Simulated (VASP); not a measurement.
# Hf3S8 (a cell with a defect) in VASP: a series of runs, part 2 of 2

VASP 6.6.1. Earlier steps stand in the parts before.

### 3 Single point, PBEsol (Hf vacancy; atom 1 moved 0.000 of the way to it and -0.350 Å across, host rigid)

INCAR reads:

```
SYSTEM = Hf3S8
ALGO     = Fast           ! electronic algorithm
EDIFF    = 1E-6           ! SCF threshold, eV
ENCUT    = 520            ! plane-wave cutoff, eV
GGA      = PS             ! functional
ISIF     = 2              ! what is computed and relaxed
ISMEAR   = 0              ! smearing method
LASPH    = .True.         ! aspherical terms in the spheres
LCHARG   = .True.         ! write CHGCAR
LELF     = .True.         ! ELF
LREAL    = .False.        ! projectors in reciprocal space
LVHAR    = .True.       
LWAVE    = .False.        ! write WAVECAR
NBANDS   = 50             ! bands
NELECT   = 82.0         
NELM     = 100            ! most SCF steps
PREC     = Accurate       ! precision mode
SIGMA    = 0.05           ! smearing width, eV
```

KPOINTS reads:

```
k-points
0
Gamma
  4 4 4
  0 0 0
```

POSCAR reads:

```
Hf3S8
1.0
   -1.7964133763      3.1114792391     -5.9458943926
   -1.7964133763      3.1114792391      5.9458943926
    7.1856535050      0.0000000000      0.0000000000
Hf S
3 8
Direct
   -0.0281216725     -0.0281216725      0.4437566551
    0.5000000000      0.5000000000      0.0000000000
    0.0000000000      0.0000000000      0.0000000000
    0.7885426398      0.5447906936      0.3333333333
    0.2885426398      0.0447906936      0.3333333333
    0.7885426398      0.5447906936      0.8333333333
    0.2885426398      0.0447906936      0.8333333333
    0.2114573602      0.4552093064      0.1666666667
    0.7114573602      0.9552093064      0.1666666667
    0.2114573602      0.4552093064      0.6666666667
    0.7114573602      0.9552093064      0.6666666667
```

Potentials or basis: VASP PAW PBE potentials, release 64 (Hf_pv, S).

Run with:

```
cat potpaw_PBE.64/Hf_pv/POTCAR potpaw_PBE.64/S/POTCAR > POTCAR
mpirun -np 1 vasp_std > vasp.out
```

It took 7.4 min on 1 thread of Intel Xeon Platinum 8488C (Sapphire Rapids), shared host; peak memory 0.52 GiB.

The run converged. Its results:

```yaml
Free_energy: -65.7630 eV
Largest_force: 4.797 eV/Å
Band_gap_on_the_k_mesh: 0.52 eV, indirect (least direct gap 0.66 eV)
```

Forces on the atoms (eV/Å):
```
Hf   4.020  2.321 -1.209
Hf  -0.921 -1.824 -0.141
Hf  -2.040  0.114 -0.141
S   -0.455  0.168  0.453
S   -0.082 -0.478  0.453
S    0.609  0.352  0.822
S    0.093  0.054  0.260
S   -0.523 -0.302 -0.772
S   -1.357 -0.784  1.890
S    0.595 -0.275 -0.807
S    0.060  0.653 -0.807
```

Levels at points of the mesh, in eV from the valence-band top:
```tsv
k point	band 37	band 38	band 39	band 40	band 41	band 42	band 43	band 44	band 45	band 46
(0.00, 0.00, 0.00)	-0.93	-0.90	-0.16	-0.09	-0.03	0.64	0.66	0.71	2.66	2.69
(0.50, 0.00, 0.00)	-1.40	-1.07	-0.98	-0.74	-0.10	0.84	1.26	2.02	2.31	2.52
(0.00, 0.50, 0.00)	-1.27	-0.88	-0.79	-0.39	-0.16	0.75	1.55	1.95	2.25	2.38
(0.50, 0.50, 0.00)	-1.25	-1.06	-0.65	-0.22	-0.13	0.52	0.73	0.92	2.60	2.72
(0.00, 0.00, 0.50)	-1.35	-0.98	-0.74	-0.38	0.00	0.71	1.27	1.28	2.47	2.66
(0.50, 0.50, 0.50)	-1.38	-1.25	-1.02	-0.79	-0.24	0.65	1.37	1.65	2.49	2.80
```

Caveat: the cell carries a net charge on a neutralising background, which shifts energy and pressure; the cell is charged against a uniform background, so pressure and absolute levels hang on convention; the PAW data sets were made with another functional, which shifts forces and pressure a little; spin-orbit coupling is left out, which moves the levels of the heavy elements.

### 4 Single point, PBEsol (Hf vacancy; atom 1 moved 0.250 of the way to it and -0.525 Å across, host rigid)

INCAR reads:

```
PREC = Accurate
ENCUT = 520
EDIFF = 1E-7
ISMEAR = 0
SIGMA = 0.05
LREAL = F
LASPH = T
NELM = 100
ALGO = Fast
ISIF = 2
LWAVE = F
LCHARG = F
GGA = PS
NBANDS = 50
NELECT = 82.0
```

KPOINTS reads:

```
Automatic mesh
0
Gamma
  4 4 4
```

Edit POSCAR of step 3 so:

```diff
@@ -8,3 +8,3 @@
 Direct
-   -0.0281216725     -0.0281216725      0.4437566551
+   -0.1671825087     -0.1671825087      0.4156349826
     0.5000000000      0.5000000000      0.0000000000
```

Potentials or basis: VASP PAW PBE potentials, release 64 (Hf_pv, S).

Run with:

```
cat potpaw_PBE.64/Hf_pv/POTCAR potpaw_PBE.64/S/POTCAR > POTCAR
mpirun -np 1 vasp_std > vasp.out
```

OUTCAR:

```text
PREC = Accurate
   ENCUT = 520
   EDIFF = 1E-7
   ISMEAR = 0
   LREAL = F
   LASPH = T
   NELM = 100
   ISIF = 2
   GGA = PS
   NELECT = 82.0

 ion  position               nearest neighbor table
   1  0.833  0.833  0.416-   4 1.78   9 2.30  11 2.31   2 2.74   5 3.10   7 3.11   3 3.74   3 3.75

   2  0.500  0.500  0.000-   4 2.53  10 2.53   9 2.53   7 2.53   6 2.53   8 2.53   1 2.74   3 3.59
                             3 3.59
   3  0.000  0.000  0.000-   5 2.53  11 2.53   8 2.53   6 2.53   9 2.53   7 2.53   2 3.59   2 3.59
                             1 3.74   1 3.75
[... 1504 lines left out ...]
  external PRESSURE =     280.4831332 kB  Pullay stress =       0.0000000 kB

 VOLUME and BASIS-vectors are now :
 -----------------------------------------------------------------------------
  energy-cutoff  :      520.00
  volume of cell :      265.88
      direct lattice vectors                 reciprocal lattice vectors
    -1.796413376  3.111479239 -5.945894393     0.000000000  0.160695271 -0.084091638
    -1.796413376  3.111479239  5.945894393     0.000000000  0.160695271  0.084091638
     7.185653505  0.000000000  0.000000000     0.139166187  0.080347636  0.000000000

 POSITION                                       TOTAL-FORCE (eV/Angst)
 -----------------------------------------------------------------------------------
     -0.00556      5.18259      0.00000         2.422640     20.598331     19.102760
     -1.79641      3.11148      0.00000        -4.505899     -4.153424      1.434883
      0.00000      0.00000      0.00000         0.253878      0.606898     -1.355332
     -0.00000      4.14864     -1.44932         0.248374    -15.528098    -21.393383
      1.79641      1.03716     -1.44932        -0.034533     -1.286508      1.060853
      3.59283      4.14864     -1.44932         0.717347      0.245231      0.605137
      5.38924      1.03716     -1.44932         0.139425     -0.404364      0.356446
      0.00000      2.07432      1.44932        -0.393943      0.094626     -0.611731
     -1.79641      5.18580      1.44932        -1.461731     -0.602045      1.183792
      3.59283      2.07432      1.44932         1.216062      0.645971     -0.876758
      1.79641      5.18580      1.44932         1.398380     -0.216616      0.493333
 -----------------------------------------------------------------------------------
    total drift:                               -0.000028      0.000055     -0.000030

  FREE ENERGIE OF THE ION-ELECTRON SYSTEM (eV)
  ---------------------------------------------------
  free  energy   TOTEN  =       -58.1304647492 eV

  energy  without entropy=      -58.1280547138  energy(sigma->0) =      -58.12925973
```

It took 14 min on 1 thread of Intel Xeon Platinum 8488C (Sapphire Rapids), shared host; peak memory 0.6 GiB.

What came out:

```
Free energy            : -58.1305 eV
Largest force          : 28.197 eV/Å
Band gap on the k mesh : none (metal or under the smearing width)
```

Forces in eV/Å, atoms in the order of the input:
```
Hf    2.423  20.598  19.103
Hf   -4.506  -4.153   1.435
Hf    0.254   0.607  -1.355
S     0.248 -15.528 -21.393
S    -0.035  -1.287   1.061
S     0.717   0.245   0.605
S     0.139  -0.404   0.356
S    -0.394   0.095  -0.612
S    -1.462  -0.602   1.184
S     1.216   0.646  -0.877
S     1.398  -0.217   0.493
```

Caveat: the cell carries a net charge on a neutralising background, which shifts energy and pressure; the cell is charged against a uniform background, so pressure and absolute levels hang on convention; a pressure of tens of GPa on the cell as given is suspect, and the run, the potentials or the cell itself is likely at fault; the PAW data sets were made with another functional, which shifts forces and pressure a little. Spin-orbit coupling is left out, which matters for the levels of Hf.
